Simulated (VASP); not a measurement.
Input of a VASP 6.6.1 run:

The input INCAR:

```
SYSTEM = C
PREC = Accurate
ENCUT = 520
EDIFF = 1E-8
ISMEAR = 0
SIGMA = 0.02
LREAL = .False.
LASPH = .True.
NELM = 60
ALGO = Fast
ISIF = 2
LWAVE = .False.
LCHARG = .False.
GGA = PE
IVDW = 12
NBANDS = 16
IBRION = 6
NFREE = 2
POTIM = 0.015
NSW = 1
KPAR = 4
```

The input KPOINTS:

```
regular mesh
0
Gamma
  15 15 4
  0 0 0
```

POSCAR

```
C
1.0
    2.4672912600      0.0000000000      0.0000000000
   -1.2336456300      2.1367369100      0.0000000000
    0.0000000000      0.0000000000      7.8030730000
C
4
Direct
    0.0000000000      0.0000000000      0.2500000000
    0.0000000000      0.0000000000      0.7500000000
    0.3333333300      0.6666666700      0.2500000000
    0.6666666700      0.3333333300      0.7500000000
```

Potentials or basis: VASP PAW PBE potentials, release 64 (C).

Command:

```sh
$ cat potpaw_PBE.64/C/POTCAR > POTCAR
$ mpirun -np 4 vasp_std > vasp.out
```

Predict the dispersion energy per atom.

-0.131 eV.

Predict the highest phonon frequency at Γ.

1510 cm⁻¹.

Phonon frequencies in cm⁻¹ (negative: imaginary):
| q point | frequencies |
| --- | --- |
| (0.000, 0.000, 0.000) | -33 -18 -18 0 0 0 868 870 1509 1509 1510 1510 |

Caveat: some modes are imaginary.
